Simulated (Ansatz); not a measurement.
# MnO (Fm-3m) in Ansatz: further runs

Runs on MnO. Level: LDA. Tasks: single point, equation of state.

All numbers are computed with Ansatz 0.2.0; they aren't measurements. Logs are shortened: lines on timing, memory, paths and dates and some standing lists are left out, and cuts for length are marked.

### 1 The crystal as given

Symmetry: Fm-3m, No. 225, cubic system. Conventional cell: a = 4.448 Å, b = 4.448 Å, c = 4.448 Å, α = 90.00°, β = 90.00°, γ = 90.00°. Around Mn (site symmetry m-3m) lie 6 O at 2.22 Å. O (site symmetry m-3m) has 6 Mn at 2.22 Å as nearest neighbours.

The cell is a database's computed one.

### 2 Single point, LDA, collinear spin, ferromagnetic start, 10.34 Å³/atom (volume scaled by 0.94)

The input, input.yaml:

```yaml
crystal:
  lattice:
    - [0.0, 2.1785090927, 2.1785090927]
    - [2.1785090927, 0.0, 2.1785090927]
    - [2.1785090927, 2.1785090927, 0.0]
  atoms:
    - { symbol: Mn, position: [0.0, 0.0, 0.0], spin: 4.0 }
    - { symbol: O, position: [0.5, 0.5, 0.5] }
kpoints:
  mp_grid: { grid: [10, 10, 10] }
scf:
  occupations: { method: fermi_dirac, width: 0.05 }
hamiltonian:
  xc: lda
  pseudopotentials: { kind: all_electron, lapw: { basis_error: 0.001 } }
magnetization:
  spin_polarized: true
output:
  forces: true
  stress: true
  eigenvalues: true
```

Potentials or basis: all-electron LAPW, scalar-relativistic.

Launch:

```console
$ ansatz run input.yaml --threads 2 --pin off --max-ram 6144MiB --backend cpu --events-out ev --progress --plain --runs-dir out
```

What it wrote:

```text
Warning: RAYON_NUM_THREADS=2 ignored (pool sized by the plan → 2); use --threads N
LAPW: plane waves up to 9.426 Å⁻¹, error target 1.0e-3 eV per atom; small_component_spin mean_spin; O in spheres of 0.995 Å, 8 of its electrons in bands, Dirac shells []; Mn in spheres of 1.183 Å, 15 of its electrons in bands, Dirac shells [] (how accurate: hamiltonian.pseudopotentials.lapw.basis_error, Limitations)
Engine: ansatz 0.2.0, aarch64-unknown-linux-gnu
Pseudopotentials: kind: all_electron
Pseudopotential: Mn, LAPW, valence charge 15, lapw/all_electron/scalar/gaussian/Mn, Koelling and Harmon's equation, gaussian nucleus
Pseudopotential: O, LAPW, valence charge 8, lapw/all_electron/scalar/gaussian/O, Koelling and Harmon's equation, gaussian nucleus
Functional definition: SPW92
  exchange = slater_x
  correlation = pw_c
Crystal: 2 atoms, lattice volume = 20.678 Å³
Basis set: ecut = 338.49881096087717 eV, 283 PW (Γ), exchange–correlation at level 2
Bands: 18, of which v1, the nominal top of the filled ones, is band 12 counted from 1 (11 counted from 0)
Symmetry: 48 space group operations
Space group: Fm-3m (ITA 225), of the structure as read, at distance tolerance 2.7e-5 Å
Magnetic group: BNS 225.116 (UNI 1618), of the structure as read, at distance tolerance 2.7e-5 Å
k-points: 47 of 1000
Non-local potential: Mn, projectors of the file, none
Non-local potential: O, projectors of the file, none
Initial density: superposition of atomic densities (chi_scale 0.1, normalization cell, long waves kept (reshape's long-wave potential 0.00 eV rms))
Starting moments: Σ|m| = 4 μB on 1 of 2 sites
Initial wavefunctions: plane waves of lowest kinetic energy (no species holds an atomic orbital)
Functional: x = slater, c = lda
iter 1 solved again at ethr=7.26e-3 eV; its pass at ethr=1.00e-1 eV (dr2=1.67e0 eV) is discarded
SCF iter   1: F=—  HF=-33507.339327 eV  |F-HF|=—  |Δ(HF+E_count)|=         —  Δρ=5.30e-2 (↑4.92e-2 ↓5.30e-2)  dr2=1.67e0  dr2_m=1.59e-1  M=4.790 μB ∫|m|=4.791 μB  β_m=0.30  ethr=7.26e-3  ⟨swp⟩=2.0  Hψ=10962  notcnv=0
Mixer restart at iter 1: flushing history
preconditioner: auto → none  [metal: Δε(μ)=0.071 eV  Ē_g=14.142 eV  σ=0.050 eV  W_gap=0.33  n_scr=8 (ndim 8)  ℏωp=29.4 eV  f_vac=0.000  D(μ)=0.99/eV (n_scr^D=14)  sad-step TF]
SCF iter   2: F=—  HF=-33506.443708 eV  |F-HF|=—  |Δ(HF+E_count)|=   8.96e-1  Δρ=2.23e-2 (↑2.23e-2 ↓2.02e-2)  dr2=3.42e-1  dr2_m=2.08e-2  M=4.497 μB ∫|m|=4.497 μB  β_m=0.36  ethr=7.26e-3  ⟨swp⟩=2.0  Hψ=4982  notcnv=0
SCF iter   3: F=—  HF=-33506.382494 eV  |F-HF|=—  |Δ(HF+E_count)|=   6.12e-2  Δρ=9.87e-3 (↑9.87e-3 ↓7.01e-3)  dr2=6.49e-2  dr2_m=1.65e-3  M=4.391 μB ∫|m|=4.391 μB  β_m=0.56  ethr=1.49e-3  ⟨swp⟩=2.0  Hψ=5075  notcnv=0
iter 4 solved again at ethr=3.96e-6 eV; its pass at ethr=2.82e-4 eV (dr2=9.11e-4 eV) is discarded
SCF iter   4: F=—  HF=-33506.387944 eV  |F-HF|=—  |Δ(HF+E_count)|=         —  Δρ=2.31e-3 (↑1.30e-3 ↓2.31e-3)  dr2=9.11e-4  dr2_m=3.61e-4  M=4.365 μB ∫|m|=4.366 μB  β_m=0.56  ethr=3.96e-6  ⟨swp⟩=2.0  Hψ=7926  notcnv=0
Mixer restart at iter 4: flushing history
SCF iter   5: F=—  HF=-33506.389564 eV  |F-HF|=—  |Δ(HF+E_count)|=   1.62e-3  Δρ=1.84e-3 (↑1.84e-3 ↓4.94e-4)  dr2=1.16e-3  dr2_m=1.40e-4  M=4.360 μB ∫|m|=4.360 μB  β_m=0.51  ethr=3.96e-6  ⟨swp⟩=3.0  Hψ=4982  notcnv=0
SCF iter   6: F=—  HF=-33506.388657 eV  |F-HF|=—  |Δ(HF+E_count)|=   9.07e-4  Δρ=6.49e-4 (↑5.72e-4 ↓6.49e-4)  dr2=5.14e-5  dr2_m=5.51e-5  M=4.362 μB ∫|m|=4.362 μB  β_m=0.63  ethr=3.96e-6  ⟨swp⟩=2.5  Hψ=4565  notcnv=0
SCF iter   7: F=—  HF=-33506.388837 eV  |F-HF|=—  |Δ(HF+E_count)|=   1.81e-4  Δρ=3.01e-4 (↑2.06e-4 ↓3.01e-4)  dr2=2.23e-6  dr2_m=1.13e-5  M=4.358 μB ∫|m|=4.358 μB  β_m=0.54  ethr=2.24e-7  ⟨swp⟩=2.4  Hψ=4562  notcnv=0
SCF iter   8: F=—  HF=-33506.388839 eV  |F-HF|=—  |Δ(HF+E_count)|=   1.46e-6  Δρ=5.28e-5 (↑5.28e-5 ↓5.14e-5)  dr2=4.27e-7  dr2_m=4.06e-7  M=4.358 μB ∫|m|=4.358 μB  β_m=0.71  ethr=9.71e-9  ⟨swp⟩=3.0  Hψ=4966  notcnv=0
SCF iter   9: F=—  HF=-33506.388838 eV  |F-HF|=—  |Δ(HF+E_count)|=   5.67e-7  Δρ=6.47e-6 (↑6.47e-6 ↓4.04e-6)  dr2=9.76e-9  dr2_m=2.27e-9  M=4.358 μB ∫|m|=4.358 μB  β_m=0.85  ethr=1.86e-9  ⟨swp⟩=2.1  Hψ=4517  notcnv=0
SCF iter  10: F=—  HF=-33506.388838 eV  |F-HF|=—  |Δ(HF+E_count)|=   1.90e-8  Δρ=2.27e-6 (↑2.27e-6 ↓1.67e-6)  dr2=6.34e-10  dr2_m=5.60e-10  M=4.358 μB ∫|m|=4.358 μB  β_m=0.93  ethr=4.24e-11  ⟨swp⟩=2.7  Hψ=4627  notcnv=0
SCF iter  11: F=-33506.388838 eV  HF=-33506.388838 eV  |F-HF|=1.02e-10  |Δ(HF+E_count)|=  7.42e-10  Δρ=1.76e-7 (↑1.76e-7 ↓1.26e-7)  dr2=1.37e-11  dr2_m=1.70e-12  M=4.358 μB ∫|m|=4.358 μB  ethr=5.87e-12 (applied; sched 2.76e-12)  ⟨swp⟩=2.7  Hψ=4633  notcnv=0
SCF 1 converged in 11 iterations: F = -33506.388838 eV  dr2 = 1.37e-11
SCF converged after 11 iterations
Magnetization: 4.3583 μB (13.6791 up, 9.3209 down)
Absolute magnetization: 4.3584 μB (∫|ρ↑−ρ↓|)
Spin contamination: 0.0157 ħ² per cell (⟨S²⟩ above its minimum at these occupations)
Per-site moments (μB) at R_I (Å): [(3.963258362319337, 1.1830214891783357), (0.19815282466548467, 0.9954875710593492)]
Free energy (F): -33506.388838 eV
Harris-Foulkes:  -33506.388838 eV  (|F-HF|=1.02e-10)
Internal energy: -33506.379582 eV  (E = F + TS)
E sigma→0 (E₀):  -33506.384210 eV
Entropy (-TS):   -0.009256 eV (-4.628 meV/atom)
Fermi energy:    14.318332 eV
--- Per-component energies (eV) ---
  E_band       = -1206.694393
  E_kinetic    = 33879.173984
  E_xc         = -1586.418002
  E_electrostatic = -65799.135564  (all electrons and nuclei)
  E_smearing   = -0.009256  (= −TS)
  E_closure    = 0.000000  (closes the sum)
  E_atoms      = -33488.084494  (free atoms, spherical and without spin; not in F)
  Σ components = -33506.388838   (vs F -33506.388838, Δ=0.00e0)
  Basis errors (estimates in eV, not in F): energy 3.6e-4 per atom: plane waves 3.3e-4 (1.8e-4 summed), levels above the bands 4.6e-124, relativity 5.2e-9, radial functions 3.1e-5, core shells 8.3e-8; eigenvalues (radial functions only) 6.9e-6; not estimated: angular momenta, meshes, grids; target (lapw.basis_error) 1.0e-3; muffin-tin radii O 0.995 Å, Mn 1.183 Å
--- Forces (eV/Å), atoms counted from 1 ---
  atom   1  Mn     0.00000000     0.00000000     0.00000000
  atom   2  O      0.00000000    -0.00000000    -0.00000000
  max |Σ_I F_I| component: 1.91e-30 eV/Å
--- Stress (GPa, compression-positive) ---
      -12.366804      -0.000000       0.000000
       -0.000000     -12.366804       0.000000
        0.000000       0.000000     -12.366804
  P = ⅓ Tr σ = -12.3668 GPa (-123.668 kbar)
--- Band table (eV; the first three rows and the last of 94) ---
  k-point 0 ↑: bands = ["-489.3829", "-66.3921", "-35.4792", "-35.4792", "-35.4792", "-6.3084", "10.1549", "10.1549", "10.1549", "11.2052", "11.2052", "11.2052", "11.7500", "11.7500", "14.1496", "28.4462", "30.9648", "30.9648"]
  k-point 1 ↑: bands = ["-489.3829", "-66.3912", "-35.4876", "-35.4802", "-35.4802", "-6.2100", "9.3342", "9.6656", "9.6656", "11.3283", "11.3283", "11.4409", "12.2605", "12.2605", "14.8042", "27.3990", "30.6490", "30.6490"]
  k-point 2 ↑: bands = ["-489.3829", "-66.3888", "-35.5094", "-35.4829", "-35.4829", "-5.9414", "7.9530", "8.9171", "8.9171", "11.5728", "11.5728", "11.7332", "13.1554", "13.1554", "16.0962", "25.4635", "29.4740", "29.4740"]
  k-point 46 ↓: bands = ["-489.1849", "-62.1575", "-31.4507", "-31.4329", "-31.4146", "-4.6973", "7.8131", "8.3972", "8.6149", "14.5888", "15.6139", "16.1691", "16.3729", "16.8856", "22.8739", "23.6531", "24.5812", "27.3908"]
```

Run time: 8.7 s. Hardware: 2 threads of Arm Neoverse V2, shared host; peak memory 0.4 GiB.

Results:

```yaml
Free_energy: -33506.3888 eV
Pressure: -12.4 GPa
Band_gap_on_the_k_mesh: none (metal or under the smearing width)
Net_moment: 4.36 μB per cell
Absolute_moment: 4.36 μB per cell
Site_moments: Mn +3.96; O +0.20 μB
```

Caveat: a cell with one magnetic atom can't hold antiferromagnetic order, which such compounds often take; semilocal functionals often make such compounds metallic where correlation or magnetic order opens a gap, which also shifts bond lengths.

### 3 Single point, LDA, collinear spin, ferromagnetic start, 10.56 Å³/atom (volume scaled by 0.96)

Edit input.yaml of step 2 so:

```diff
@@ -2,5 +2,5 @@
   lattice:
-    - [0.0, 2.1785090927, 2.1785090927]
-    - [2.1785090927, 0.0, 2.1785090927]
-    - [2.1785090927, 2.1785090927, 0.0]
+    - [0.0, 2.1938512115, 2.1938512115]
+    - [2.1938512115, 0.0, 2.1938512115]
+    - [2.1938512115, 2.1938512115, 0.0]
   atoms:
```

Potentials or basis: all-electron LAPW, scalar-relativistic.

Launch:

```console
$ ansatz run input.yaml --threads 2 --pin off --max-ram 6144MiB --backend cpu --events-out ev --progress --plain --runs-dir out
```

It took 8.1 s on 2 threads of Arm Neoverse V2, shared host; peak memory 0.39 GiB.

The run converged. Its results:

| Property | Result |
| --- | --- |
| Free energy | -33506.3527 eV |
| Pressure | -13.9 GPa |
| Band gap on the k mesh | none (metal or under the smearing width) |
| Net moment | 4.45 μB per cell |
| Absolute moment | 4.45 μB per cell |
| Site moments | Mn +4.04; O +0.21 μB |

Caveat: a cell with one magnetic atom can't hold antiferromagnetic order, which such compounds often take; semilocal functionals often make such compounds metallic where correlation or magnetic order opens a gap, which also shifts bond lengths.

### 4 Single point, LDA, collinear spin, ferromagnetic start, 10.78 Å³/atom (volume scaled by 0.98)

Edit input.yaml of step 3 so:

```diff
@@ -2,5 +2,5 @@
   lattice:
-    - [0.0, 2.1938512115, 2.1938512115]
-    - [2.1938512115, 0.0, 2.1938512115]
-    - [2.1938512115, 2.1938512115, 0.0]
+    - [0.0, 2.208981698, 2.208981698]
+    - [2.208981698, 0.0, 2.208981698]
+    - [2.208981698, 2.208981698, 0.0]
   atoms:
```

Launch:

```console
$ ansatz run input.yaml --threads 2 --pin off --max-ram 6144MiB --backend cpu --events-out ev --progress --plain --runs-dir out
```

It took 8.4 s on 2 threads of Arm Neoverse V2, shared host; peak memory 0.39 GiB.

The run converged. Its results:

| Quantity | Value |
| --- | --- |
| Free energy | -33506.3128 eV |
| Pressure | -15.2 GPa |
| Band gap on the k mesh | none (metal or under the smearing width) |
| Net moment | 4.53 μB per cell |
| Absolute moment | 4.53 μB per cell |
| Site moments | Mn +4.11; O +0.21 μB |

Caveat: a cell with one magnetic atom can't hold antiferromagnetic order, which such compounds often take; semilocal functionals often make such compounds metallic where correlation or magnetic order opens a gap, which also shifts bond lengths.

### 5 Single point, LDA, collinear spin, ferromagnetic start, 11.00 Å³/atom

Edit input.yaml of step 4 so:

```diff
@@ -2,5 +2,5 @@
   lattice:
-    - [0.0, 2.208981698, 2.208981698]
-    - [2.208981698, 0.0, 2.208981698]
-    - [2.208981698, 2.208981698, 0.0]
+    - [0.0, 2.2239077028, 2.2239077028]
+    - [2.2239077028, 0.0, 2.2239077028]
+    - [2.2239077028, 2.2239077028, 0.0]
   atoms:
```

Launch:

```console
$ ansatz run input.yaml --threads 2 --pin off --max-ram 6144MiB --backend cpu --events-out ev --progress --plain --runs-dir out
```

Wall time 8.1 s (2 threads of Arm Neoverse V2, shared host); peak memory 0.39 GiB.

Results (log left out):

* Free energy: -33506.2692 eV
* Pressure: -16.6 GPa
* Band gap on the k mesh: none (metal or under the smearing width)
* Net moment: 4.60 μB per cell
* Absolute moment: 4.60 μB per cell
* Site moments: Mn +4.17; O +0.22 μB

Caveat: a cell with one magnetic atom can't hold antiferromagnetic order, which such compounds often take; semilocal functionals often make such compounds metallic where correlation or magnetic order opens a gap, which also shifts bond lengths.

### 6 Single point, LDA, collinear spin, ferromagnetic start, 11.22 Å³/atom (volume scaled by 1.02)

Edit input.yaml of step 5 so:

```diff
@@ -2,5 +2,5 @@
   lattice:
-    - [0.0, 2.2239077028, 2.2239077028]
-    - [2.2239077028, 0.0, 2.2239077028]
-    - [2.2239077028, 2.2239077028, 0.0]
+    - [0.0, 2.2386359976, 2.2386359976]
+    - [2.2386359976, 0.0, 2.2386359976]
+    - [2.2386359976, 2.2386359976, 0.0]
   atoms:
```

Potentials or basis: all-electron LAPW, scalar-relativistic.

Launch:

```console
$ ansatz run input.yaml --threads 2 --pin off --max-ram 6144MiB --backend cpu --events-out ev --progress --plain --runs-dir out
```

Run time: 8 s. Hardware: 2 threads of Arm Neoverse V2, shared host; peak memory 0.39 GiB.

The run converged. Its results:

* Free energy: -33506.2221 eV
* Pressure: -17.7 GPa
* Band gap on the k mesh: none (metal or under the smearing width)
* Net moment: 4.67 μB per cell
* Absolute moment: 4.67 μB per cell
* Site moments: Mn +4.23; O +0.23 μB

Caveat: a cell with one magnetic atom can't hold antiferromagnetic order, which such compounds often take; semilocal functionals often make such compounds metallic where correlation or magnetic order opens a gap, which also shifts bond lengths.

### 7 Single point, LDA, collinear spin, ferromagnetic start, 11.44 Å³/atom (volume scaled by 1.04)

Edit input.yaml of step 6 so:

```diff
@@ -2,5 +2,5 @@
   lattice:
-    - [0.0, 2.2386359976, 2.2386359976]
-    - [2.2386359976, 0.0, 2.2386359976]
-    - [2.2386359976, 2.2386359976, 0.0]
+    - [0.0, 2.2531730023, 2.2531730023]
+    - [2.2531730023, 0.0, 2.2531730023]
+    - [2.2531730023, 2.2531730023, 0.0]
   atoms:
```

Launch:

```console
$ ansatz run input.yaml --threads 2 --pin off --max-ram 6144MiB --backend cpu --events-out ev --progress --plain --runs-dir out
```

Wall time 8 s (2 threads of Arm Neoverse V2, shared host); peak memory 0.39 GiB.

The run converged. Its results:

- Free energy: -33506.1724 eV
- Pressure: -18.5 GPa
- Band gap on the k mesh: none (metal or under the smearing width)
- Net moment: 4.74 μB per cell
- Absolute moment: 4.74 μB per cell
- Site moments: Mn +4.29; O +0.24 μB

Caveat: a cell with one magnetic atom can't hold antiferromagnetic order, which such compounds often take; semilocal functionals often make such compounds metallic where correlation or magnetic order opens a gap, which also shifts bond lengths.

### 8 Single point, LDA, collinear spin, ferromagnetic start, 11.66 Å³/atom (volume scaled by 1.06)

Edit input.yaml of step 7 so:

```diff
@@ -2,5 +2,5 @@
   lattice:
-    - [0.0, 2.2531730023, 2.2531730023]
-    - [2.2531730023, 0.0, 2.2531730023]
-    - [2.2531730023, 2.2531730023, 0.0]
+    - [0.0, 2.2675248097, 2.2675248097]
+    - [2.2675248097, 0.0, 2.2675248097]
+    - [2.2675248097, 2.2675248097, 0.0]
   atoms:
```

Launch:

```console
$ ansatz run input.yaml --threads 2 --pin off --max-ram 6144MiB --backend cpu --events-out ev --progress --plain --runs-dir out
```

It took 7.9 s on 2 threads of Arm Neoverse V2, shared host; peak memory 0.39 GiB.

The run converged. Its results:

```
Free energy            : -33506.1200 eV
Pressure               : -19.7 GPa
Band gap on the k mesh : none (metal or under the smearing width)
Net moment             : 4.79 μB per cell
Absolute moment        : 4.79 μB per cell
Site moments           : Mn +4.33; O +0.24 μB
```

Caveat: a cell with one magnetic atom can't hold antiferromagnetic order, which such compounds often take; semilocal functionals often make such compounds metallic where correlation or magnetic order opens a gap, which also shifts bond lengths.

### 9 Equation of state, LDA, collinear spin, ferromagnetic start

Potentials or basis: all-electron LAPW, scalar-relativistic.

This step only gathers the single runs of the series.

Results:

```yaml
Equilibrium_volume: outside the volumes run
```

Energy against volume, from the lowest point:
| volume (Å³/atom) | energy (meV/atom) |
| --- | --- |
| 10.339 | 0.00 |
| 10.559 | 18.05 |
| 10.779 | 38.00 |
| 10.999 | 59.83 |
| 11.219 | 83.38 |
| 11.439 | 108.23 |
| 11.659 | 134.41 |
